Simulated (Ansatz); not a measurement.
Crystal: CoO.

```
CELL_PARAMETERS angstrom
0.00000 2.13150 2.13150
2.13150 0.00000 2.13150
2.13150 2.13150 0.00000
ATOMIC_POSITIONS crystal
Co 0.00000 0.00000 0.00000
O 0.50000 0.50000 0.50000
```

Base run:

* Program: Ansatz 0.2.0
* Functional: PBEsol
* Potentials or basis: Ansatz PAW
* Cutoff: 420 eV
* Density cutoff: 1680 eV
* k mesh: 11 × 11 × 11
* Occupations: fermi-dirac, width 0.05 eV
* Spin: collinear spin, ferromagnetic start
* Starting moments: [2.0, 0.0] μB

Its results: band gap on the k mesh none (metal or under the smearing width); pressure -10.8 GPa; net moment 2.96 μB per cell; site moments Co +2.50; O +0.34 μB.

Question: The run is repeated on the same cell with these changes: functional from PBEsol to BLYP. What comes out?

Answer: Band gap on the k mesh none (metal or under the smearing width); pressure 4.9 GPa; net moment 2.82 μB per cell; site moments Co +2.41; O +0.30 μB.

BLYP binds less tightly than PBEsol, so the same cell stands under more pressure.

Caveats: a cell with one magnetic atom can't hold antiferromagnetic order, which such compounds often take; semilocal functionals often make such compounds metallic where correlation or magnetic order opens a gap, which also shifts bond lengths; the PAW data sets come from PBE, with cores solved anew for the run's functional, which leaves a small shift of forces and pressure; the potentials were made for another functional, which shifts forces and pressure (some runs).

Not every run made on this cell is shown here.
